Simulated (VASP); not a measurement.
# CdSe (Cadmoselite) (P6_3mc) in VASP: settings compared

CdSe (Cadmoselite) is run at these levels: LDA, BLYP; tasks: single point.

All numbers are computed with VASP 6.6.1; they aren't measurements. Logs are shortened: lines on timing, memory, paths and dates and some standing lists are left out, and cuts for length are marked.

**What was measured.**

A printed reference work, data compilation reports, for a bulk crystal of CdSe at 2 K: band gap 1.841 eV.

The runs below are set against these values where they give the same quantity.

## 1. The cell of the first run

It takes space group P6_3mc (No. 186, hexagonal). The conventional cell has a = 4.300 Å, b = 4.300 Å, c = 7.020 Å, α = 90.00°, β = 90.00°, γ = 120.00°. Within 3.4 Å of Cd (site symmetry 3m) lie 4 Se at 2.61 to 2.70 Å. Se (site symmetry 3m) has 4 Cd at 2.61 to 2.70 Å within 3.4 Å.

## 2. Single point, LDA

INCAR reads:

```
SYSTEM = CdSe
PREC = Accurate
ENCUT = 520
EDIFF = 1E-6
ISMEAR = -1
SIGMA = 0.05
LREAL = .FALSE.
LASPH = .TRUE.
NELM = 100
ALGO = Normal
ISIF = 2
LWAVE = .FALSE.
LCHARG = .FALSE.
NBANDS = 26
```

KPOINTS reads:

```
Automatic mesh
0
G
  7 7 4
  0 0 0
```

POSCAR reads:

```
CdSe
1.0
    4.3000000000      0.0000000000      0.0000000000
   -2.1500000000      3.7239092363      0.0000000000
    0.0000000000      0.0000000000      7.0200000000
Cd Se
2 2
Direct
    0.6666666667      0.3333333333      0.5000000000
    0.3333333333      0.6666666667      0.0000000000
    0.6666666667      0.3333333333      0.8850000000
    0.3333333333      0.6666666667      0.3850000000
```

Potentials or basis: VASP PAW LDA potentials, release 64 (Cd, Se).

Started as:

```bash
$ cat potpaw_LDA.64/Cd/POTCAR potpaw_LDA.64/Se/POTCAR > POTCAR
$ mpirun -np 1 vasp_std > vasp.out
```

OUTCAR:

```text
SYSTEM = CdSe
   PREC = Accurate
   ENCUT = 520
   EDIFF = 1E-6
   ISMEAR = -1
   LREAL = .FALSE.
   LASPH = .TRUE.
   NELM = 100
   ISIF = 2

 ion  position               nearest neighbor table
   1  0.667  0.333  0.500-   4 2.61   4 2.61   4 2.61   3 2.70
   2  0.333  0.667  0.000-   3 2.61   3 2.61   3 2.61   4 2.70
   3  0.667  0.333  0.885-   2 2.61   2 2.61   2 2.61   1 2.70
   4  0.333  0.667  0.385-   1 2.61   1 2.61   1 2.61   2 2.70

  LATTYP: Found a hexagonal cell.
 ALAT       =     4.3000000000
 C/A-ratio  =     1.6325581395

  Lattice vectors:

 A1 = (   4.3000000000,   0.0000000000,   0.0000000000)
 A2 = (  -2.1500000000,   3.7239092363,   0.0000000000)
 A3 = (   0.0000000000,   0.0000000000,   7.0200000000)

Analysis of symmetry for initial positions (statically):
=====================================================================
 Subroutine PRICEL returns:
 Original cell was already a primitive cell.

 Routine SETGRP: Setting up the symmetry group for a
 hexagonal supercell.

 Subroutine GETGRP returns: Found 12 space group operations
 (whereof  6 operations were pure point group operations)
 out of a pool of 24 trial point group operations.

The static configuration has the point symmetry C_3v.
 The point group associated with its full space group is C_6v.

Analysis of symmetry for dynamics (positions and initial velocities):
=====================================================================
 Subroutine PRICEL returns:
 Original cell was already a primitive cell.

 Routine SETGRP: Setting up the symmetry group for a
 hexagonal supercell.

 Subroutine GETGRP returns: Found 12 space group operations
 (whereof  6 operations were pure point group operations)
 out of a pool of 24 trial point group operations.

The dynamic configuration has the point symmetry C_3v.
 The point group associated with its full space group is C_6v.

 Subroutine INISYM returns: Found 12 space group operations
 (whereof  6 operations are pure point group operations),
 and found     1 'primitive' translations

----------------------------------------------------------------------------------------

                                     Primitive cell

  volume of cell :     112.4099

  direct lattice vectors                    reciprocal lattice vectors
     4.300000000  0.000000000  0.000000000     0.232558140  0.134267504  0.000000000
    -2.150000000  3.723909236  0.000000000     0.000000000  0.268535009  0.000000000
     0.000000000  0.000000000  7.020000000     0.000000000  0.000000000  0.142450142

  length of vectors
     4.300000000  4.300000000  7.020000000     0.268535009  0.268535009  0.142450142

  position of ions in fractional coordinates (direct lattice)
     0.666666667  0.333333333  0.500000000
     0.333333333  0.666666667  0.000000000
     0.666666667  0.333333333  0.885000000
     0.333333333  0.666666667  0.385000000

  ion indices of the primitive-cell ions
   primitive index   ion index
                 1           1
                 2           2
                 3           3
                 4           4

----------------------------------------------------------------------------------------

 KPOINTS: Automatic mesh

Automatic generation of k-mesh.
 Grid dimensions read from file:
 generate k-points for:    7    7    4

 Generating k-lattice:

  Cartesian coordinates                     Fractional coordinates (reciprocal lattice)
     0.033222591  0.019181072  0.000000000     0.142857143  0.000000000  0.000000000
     0.000000000  0.038362144  0.000000000     0.000000000  0.142857143  0.000000000
     0.000000000  0.000000000  0.035612536     0.000000000  0.000000000  0.250000000

  Length of vectors
     0.038362144  0.038362144  0.035612536

  Shift w.r.t. Gamma in fractional coordinates (k-lattice)
     0.000000000  0.000000000  0.000000000

 Subroutine IBZKPT returns following result:
 ===========================================

 Found     24 irreducible k-points:

 Following reciprocal coordinates:
            Coordinates               Weight
  0.000000  0.000000  0.000000      1.000000
  0.142857  0.000000  0.000000      6.000000
  0.285714 -0.000000  0.000000      6.000000
  0.428571 -0.000000  0.000000      6.000000
  0.142857  0.142857  0.000000      6.000000
  0.285714  0.142857  0.000000     12.000000
[... 16 lines left out ...]
  0.428571  0.142857  0.500000      6.000000
  0.285714  0.285714  0.500000      6.000000
   k-points           NKPTS =     24   k-points in BZ     NKDIM =     24   number of bands    NBANDS=     26
   number of dos      NEDOS =    301   number of ions     NIONS =      4
   total plane-waves  NPLWV =  55296
   dimension x,y,z NGX =    32 NGY =   32 NGZ =   54
   dimension x,y,z NGXF=    64 NGYF=   64 NGZF=  108
   ions per type =               2   2
   NGX,Y,Z   is equivalent  to a cutoff of  12.37, 12.37, 12.79 a.u.
   NGXF,Y,Z  is equivalent  to a cutoff of  24.74, 24.74, 25.58 a.u.
 SYSTEM =  CdSe
   PREC   = accura    normal or accurate (medium, high low for compatibility)
   ISTART =      0    job   : 0-new  1-cont  2-samecut
   ICHARG =      2    charge: 1-file 2-atom 10-const
   ISPIN  =      1    spin polarized calculation?
   LNONCOLLINEAR =      F non collinear calculations
   LSORBIT =      F    spin-orbit coupling
   LASPH  =      T    aspherical Exc in radial PAW
   ENCUT  =  520.0 eV  38.22 Ry    6.18 a.u.   8.00  8.00 13.05*2*pi/ulx,y,z
   NELM   =    100;   NELMIN=  2; NELMDL= -5     # of ELM steps
   EDIFF  = 0.1E-05   stopping-criterion for ELM
   LREAL  =      F    real-space projection
   EDIFFG = 0.1E-04   stopping-criterion for IOM
   NSW    =      0    number of steps for IOM
   IBRION =     -1    ionic relax: 0-MD 1-quasi-New 2-CG
   NFREE  =      0    steps in history (QN), initial steepest desc. (CG)
   ISIF   =      2    stress and relaxation
   ISYM   =      2    0-nonsym 1-usesym 2-fastsym
   POTIM  = 0.5000    time-step for ionic-motion
   TEBEG  =    0.0;   TEEND  =   0.0 temperature during run
   PSTRESS=    0.0 pullay stress
   NELECT =      36.0000    total number of electrons
   NUPDOWN=      -1.0000    fix difference up-down
   EMIN   =  10.00;   EMAX   =-10.00  energy-range for DOS
   EFERMI =   0.00;   METHOD = LEGACY
   ISMEAR =    -1;   SIGMA  =   0.05  broadening in eV -4-tet -1-fermi 0-gaus
   EFERMI_NEDOS =   21; number of points for ismear=-14 and -15
   IALGO  =     38    algorithm
   IMIX   =      4    mixing-type and parameters
     AMIX     =   0.40;   BMIX     =  1.00
     AMIX_MAG =   1.60;   BMIX_MAG =  1.00
  volume/ion in A,a.u.               =      28.10       189.64
  Fermi-wavevector in a.u.,A,eV,Ry     =   1.120059  2.116604 17.068937  1.254531
  Thomas-Fermi vector in A             =   2.256702
   LORBIT       =      0    0 simple, 1 ext, 2 COOP (PROOUT), +10 PAW based schemes
   GGA     = CA    functional components
   LHFCALC =     F    Hartree Fock is set to
   AEXX    =    0.0000 exact exchange contribution
   IVDW    =     0    specifies the selected vdW correction
   LEPSILON=     F    determine dielectric tensor
   LRPA    =     F    only Hartree local field effects (RPA)
 non-spin polarized calculation
  energy-cutoff  :      520.00
  volume of cell :      112.41
 maximum number of plane-waves:      3042
 NGX is ok and might be reduce to    32
   NGX = 15   NGY = 15   NGZ = 27

 number of electron      35.9999998 magnetization

 Free energy of the ion-electron system (eV)
  ---------------------------------------------------
  ext. energy  EPLUGINS =         0.00000000
  ---------------------------------------------------
  free energy    TOTEN  =       -13.48522371 eV

  energy without entropy =      -13.48510571  energy(sigma->0) =      -13.48516471

 E-fermi :   1.0686     XC(G=0):  -9.2872

 val. band max:        0.8051388540   @ k =   0.0000   0.0000   0.0000
 cond. band min:       1.2650809538   @ k =   0.0000   0.0000   0.0000
 fundamental gap:      0.4599420997
 Fermi energy:         1.0685541731

 k-point     1 :       0.0000    0.0000    0.0000
  band No.  band energies     occupation
      1     -11.8399      2.00000
      2     -11.4669      2.00000
      3      -7.1479      2.00000
      4      -7.1479      2.00000
      5      -7.0925      2.00000
      6      -7.0925      2.00000
[... 18 lines left out ...]
     25       7.6771      0.00000
     26       8.2987      0.00000

 k-point     2 :       0.1429    0.0000    0.0000
  band No.  band energies     occupation
      1     -11.7756      2.00000
      2     -11.4358      2.00000
      3      -7.1214      2.00000
      4      -7.1114      2.00000
      5      -7.0637      2.00000
      6      -7.0590      2.00000
[... 18 lines left out ...]
     25       7.9405      0.00000
     26       8.1644      0.00000

 k-point     3 :       0.2857   -0.0000    0.0000
  band No.  band energies     occupation
      1     -11.6220      2.00000
      2     -11.3726      2.00000
      3      -7.0683      2.00000
      4      -7.0545      2.00000
      5      -6.9832      2.00000
      6      -6.9587      2.00000
[... 18 lines left out ...]
     25       8.2969      0.00000
     26       8.6859      0.00000

 k-point     4 :       0.4286   -0.0000    0.0000
  band No.  band energies     occupation
      1     -11.4804      2.00000
      2     -11.3383      2.00000
      3      -7.0359      2.00000
      4      -7.0335      2.00000
      5      -6.9238      2.00000
      6      -6.8776      2.00000
[... 18 lines left out ...]
     25       8.5487      0.00000
     26       9.7904      0.00000
[... 496 lines left out ...]
      1     -11.4230      2.00000
      2     -11.4230      2.00000
      3      -7.0036      2.00000
      4      -7.0036      2.00000
      5      -6.9786      2.00000
      6      -6.9786      2.00000
[... 18 lines left out ...]
     25       8.4181      0.00000
     26       8.4181      0.00000

 k-point    23 :       0.4286    0.1429    0.5000
  band No.  band energies     occupation
      1     -11.3783      2.00000
      2     -11.3783      2.00000
      3      -6.9846      2.00000
      4      -6.9846      2.00000
      5      -6.9704      2.00000
      6      -6.9704      2.00000
[... 18 lines left out ...]
     25       9.0349      0.00000
     26       9.0349      0.00000

 k-point    24 :       0.2857    0.2857    0.5000
  band No.  band energies     occupation
      1     -11.3681      2.00000
      2     -11.3681      2.00000
      3      -6.9767      2.00000
      4      -6.9767      2.00000
      5      -6.9576      2.00000
      6      -6.9576      2.00000
[... 18 lines left out ...]
     25       8.7178      0.00000
     26       8.7178      0.00000

------------------------ aborting loop because EDIFF is reached ----------------------------------------

  FORCE on cell =-STRESS in cart. coord.  units (eV):
  Direction    XX          YY          ZZ          XY          YZ          ZX
  --------------------------------------------------------------------------------------
  -------------------------------------------------------------------------------------
  Total       -0.5650488     -0.5650488     -1.7540426      0.0000000      0.0000000      0.0000000
  in kB       -8.0536335     -8.0536335    -25.0003489      0.0000000      0.0000000      0.0000000
  external PRESSURE =     -13.7025386 kB  Pullay stress =       0.0000000 kB

 VOLUME and BASIS-vectors are now :
 -----------------------------------------------------------------------------
  energy-cutoff  :      520.00
  volume of cell :      112.41
      direct lattice vectors                 reciprocal lattice vectors
     4.300000000  0.000000000  0.000000000     0.232558140  0.134267504  0.000000000
    -2.150000000  3.723909236  0.000000000     0.000000000  0.268535009  0.000000000
     0.000000000  0.000000000  7.020000000     0.000000000  0.000000000  0.142450142

 POSITION                                       TOTAL-FORCE (eV/Angst)
 -----------------------------------------------------------------------------------
      2.15000      1.24130      3.51000         0.000000     -0.000000      0.265612
     -0.00000      2.48261      0.00000        -0.000000      0.000000      0.265612
      2.15000      1.24130      6.21270         0.000000     -0.000000     -0.265612
     -0.00000      2.48261      2.70270        -0.000000      0.000000     -0.265612
 -----------------------------------------------------------------------------------
    total drift:                               -0.000000      0.000000      0.000118

  FREE ENERGIE OF THE ION-ELECTRON SYSTEM (eV)
  ---------------------------------------------------
  free  energy   TOTEN  =       -13.4852237089 eV

  energy  without entropy=      -13.4851057122  energy(sigma->0) =      -13.48516471
```

Run time: 49 s. Hardware: 1 thread of AMD EPYC 7R43 (Zen 3), shared host; peak memory 0.18 GiB.

What came out:

- Free energy: -13.4852 eV
- Pressure: -1.4 GPa
- Largest force: 0.266 eV/Å
- Band gap on the k mesh: 0.46 eV, direct

Forces on the atoms (eV/Å):
```
Cd   0.000  0.000  0.266
Cd   0.000  0.000  0.266
Se   0.000  0.000 -0.266
Se   0.000  0.000 -0.266
```

## 3. Single point, BLYP

This run uses another cell than the first one, of 26.42 Å³/atom, 0.940 times its volume.

INCAR reads:

```
SYSTEM = CdSe
PREC = Accurate ; ENCUT = 520
EDIFF = 1E-6 ; ISMEAR = -1
SIGMA = 0.05 ; LREAL = .FALSE.
LASPH = .TRUE. ; NELM = 60
ALGO = Normal ; ISIF = 2
LWAVE = .FALSE. ; LCHARG = .FALSE.
GGA = B5 ; ALDAX = 1.0
AGGAX = 1.0 ; AGGAC = 1.0
ALDAC = 0.0 ; NBANDS = 26
```

KPOINTS is that of step 2.

POSCAR reads:

```
CdSe
1.0
    4.2122202675      0.0000000000      0.0000000000
   -2.1061101337      3.6478897580      0.0000000000
    0.0000000000      0.0000000000      6.8766944832
Cd Se
2 2
Direct
    0.6666666667      0.3333333333      0.5000000000
    0.3333333333      0.6666666667      0.0000000000
    0.6666666667      0.3333333333      0.8850000000
    0.3333333333      0.6666666667      0.3850000000
```

Potentials or basis: VASP PAW PBE potentials, release 64 (Cd, Se).

Started as:

```bash
$ cat potpaw_PBE.64/Cd/POTCAR potpaw_PBE.64/Se/POTCAR > POTCAR
$ mpirun -np 1 vasp_std > vasp.out
```

Wall time 33 s (1 thread of Intel Xeon 6975P-C (Granite Rapids), shared host); peak memory 0.25 GiB.

The run converged. Its results:

| Quantity | Value |
| --- | --- |
| Free energy | -8.4716 eV |
| Pressure | 11.0 GPa |
| Largest force | 0.389 eV/Å |
| Band gap on the k mesh | 0.81 eV, direct |

Forces on the atoms (eV/Å):
```
Cd   0.000  0.000  0.389
Cd   0.000  0.000  0.389
Se   0.000  0.000 -0.389
Se   0.000  0.000 -0.389
```

Stress tensor (GPa, compression positive):
```
12.08  0.00  0.00
 0.00 12.08  0.00
 0.00  0.00  8.97
```

Levels at points of the mesh, in eV from the valence-band top:
```
           k point  band 16  band 17  band 18  band 19  band 20  band 21
(0.00, 0.00, 0.00)    -0.03     0.00     0.00     0.81     2.16     5.88
(0.00, 0.00, 0.50)    -0.42    -0.42    -0.42     2.43     2.43     5.97
```

Caveat: the PAW data sets were made with another functional, which shifts forces and pressure a little.

## 4. Against experiment

Step 2. Against the measured gap of CdSe, 1.841 eV (2 K; a printed reference work, data compilation), the calculated 0.46 eV is off by -1.38 eV. So large a miss can be the level of theory's own, or it may mean another phase, state or a wrong row. Spin-orbit coupling on Cd, Se is left out. The value is that of LDA, without temperature or zero-point motion. Semilocal functionals fall short of measured gaps as a rule.
